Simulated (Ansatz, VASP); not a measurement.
One calculation of AlP, two programs

```
CELL_PARAMETERS angstrom
0.00000 2.73648 2.73648
2.73648 0.00000 2.73648
2.73648 2.73648 0.00000
ATOMIC_POSITIONS crystal
Al 0.00000 0.00000 0.00000
P 0.25000 0.25000 0.25000
```

The cell was built by a generator and isn't the measured one.

Alike in both runs: task relaxation of cell and atoms; functional PBEsol; k mesh 8 × 8 × 8; occupations gaussian, width 0.02 eV; no spin polarisation.

```csv
,VASP,Ansatz
version,VASP 6.6.1,Ansatz 0.2.0
potentials or method,"VASP PAW PBE potentials, release 64 (Al, P)","scalar-relativistic, plane waves, PAW"
plane-wave cutoff (eV),600,420
valence electrons in the cell,8,8
```

|  | VASP | Ansatz | Ansatz less VASP |
| --- | --- | --- | --- |
| gap on the k mesh at the Fermi level, each at its own relaxed structure (eV) | 1.45 | 1.45 | +0.002 |
| relaxed volume (Å³/atom) | 20.47 | 20.46 | -0.010 |
| relaxed cell length with the largest relative difference (Å) | 3.869 | 3.868 | -0.0006 |

Caveats: the PAW data sets were made with another functional, which shifts forces and pressure a little (VASP). A k mesh can miss the band edges.
